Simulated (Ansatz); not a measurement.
input.yaml (Ansatz)

```yaml
crystal:
  lattice:
    - [0.0, 2.079721619, 2.079721619]
    - [2.079721619, 0.0, 2.079721619]
    - [2.079721619, 2.079721619, 0.0]
  atoms:
    - { symbol: Se, position: [0.0, 0.0, 0.0] }
hamiltonian:
  xc: pbe
  pseudopotentials:
    kind: paw
    azcp:
      Se: "pseudopotentials/Se.paw.azcp"
basis:
  ecutwfc: 420
  fft_grid_basis: typed
kpoints:
  mp_grid: { grid: [20, 20, 20], shift: [0, 0, 0] }
magnetization:
  spin_polarized: false
scf:
  occupations: { method: fermi_dirac, width: 0.1 }
output:
  stress: true
```

Output

```
Engine: ansatz 0.2.0, x86_64-unknown-linux-gnu
Pseudopotentials: kind: paw
Pseudopotential: Se, paw, valence charge 16, recommended cutoff 420 eV (normal) 
Functional definition: PBE
  parameter kappa = 0.804
  parameter beta = 0.06672455060314922
  exchange = pbe_x(kappa = kappa, mu = beta*pi^2/3)
  correlation = pbe_c(beta = beta)
Crystal: 1 atoms, lattice volume = 17.991 Å³
Basis set: ecut = 420 eV, 339 PW (Γ)
Bands: 12, of which v1, the nominal top of the filled ones, is band 8 counted from 1 (7 counted from 0)
Symmetry: 48 space group operations
Space group: Fm-3m (ITA 225), of the structure as read, at distance tolerance 2.6e-5 Å
k-points: 256 of 8000
Non-local potential: Se, projectors of the file, l = 0: 2, l = 1: 2, l = 2: 3, l = 3: 1
PAW form: soft (Blöchl's): semilocal exchange-correlation on the pseudo side does not see the compensation charge
PAW one-centre angular grid: Se, 590 points (default); XC on 64 Gauss nodes
Initial density: superposition of atomic densities (neutral atoms: chi_scale 0, normalization atom), corrected by the library's trained network
Initial wavefunctions: pseudopotential atomic-orbital guess
Functional: x = pbe(κ = 0.804, μ = 0.2195149727645171), c = pbe(β = 0.06672455060314922)
SCF iter   1: F=—  HF=-5468.286472 eV  |F-HF|=—  |Δ(HF+E_count)|=         —  Δρ=2.33e-3  dr2=7.42e-4  ethr=1.77e-3  ⟨swp⟩=5.5  Hψ=18329  notcnv=0
SCF iter   2: F=—  HF=-5468.286681 eV  |F-HF|=—  |Δ(HF+E_count)|=   2.09e-4  Δρ=1.63e-3  dr2=4.34e-4  ethr=4.63e-6  ⟨swp⟩=1.7  Hψ=5737  notcnv=0
SCF iter   3: F=—  HF=-5468.286780 eV  |F-HF|=—  |Δ(HF+E_count)|=   9.90e-5  Δρ=3.40e-4  dr2=1.44e-5  ethr=2.71e-6  ⟨swp⟩=2.0  Hψ=3803  notcnv=0
SCF iter   4: F=—  HF=-5468.286785 eV  |F-HF|=—  |Δ(HF+E_count)|=   4.70e-6  Δρ=1.01e-4  dr2=1.07e-6  ethr=9.00e-8  ⟨swp⟩=2.4  Hψ=5071  notcnv=0
SCF iter   5: F=—  HF=-5468.286785 eV  |F-HF|=—  |Δ(HF+E_count)|=   5.16e-7  Δρ=4.26e-5  dr2=2.40e-7  ethr=6.72e-9  ⟨swp⟩=2.0  Hψ=5076  notcnv=0
SCF iter   6: F=-5468.286785 eV  HF=-5468.286785 eV  |F-HF|=2.36e-9  |Δ(HF+E_count)|=   7.13e-8  Δρ=4.44e-6  dr2=2.70e-9  ethr=6.25e-10  ⟨swp⟩=4.2  Hψ=10303  notcnv=0
SCF 1 converged in 6 iterations: F = -5468.286785 eV  dr2 = 2.70e-9
SCF converged after 6 iterations
Free energy (F): -5468.286785 eV
Harris-Foulkes:  -5468.286785 eV  (|F-HF|=2.36e-9)
Internal energy: -5468.262237 eV  (E = F + TS)
E sigma→0 (E₀):  -5468.274511 eV
Entropy (-TS):   -0.024548 eV (-24.548 meV/atom)
Fermi energy:    13.365930 eV
--- Per-component energies (eV) ---
  E_band       = -311.996620
  E_kinetic    = 118.595985
  E_local      = -1934.169304  (includes V_loc(G=0)·N_el)
  E_nonlocal   = -593.840426
  E_hartree    = 989.577835
  E_xc         = -104.433688
  E_vxc        = -98.548780  (∫ρ·V_xc dr)
  E_paw        = -1912.323546  (= ΣΔE_a)
  E_vpaw       = 216.808865  (= ΣTr[D̂ρ^β])
  E_aug_tail   = -0.000613  (compensation charges beyond the density's cutoff)
  E_ewald      = -2031.668480
  E_smearing   = -0.024548  (= −TS)
  E_closure    = 0.000000  (closes the sum)
  Σ components = -5468.286785   (vs F -5468.286785, Δ=0.00e0)
--- Stress (GPa, compression-positive) ---
       11.569153      -0.000000       0.000000
       -0.000000      11.569153       0.000000
       -0.000000       0.000000      11.569153
  P = ⅓ Tr σ = 11.5692 GPa (115.692 kbar)
```
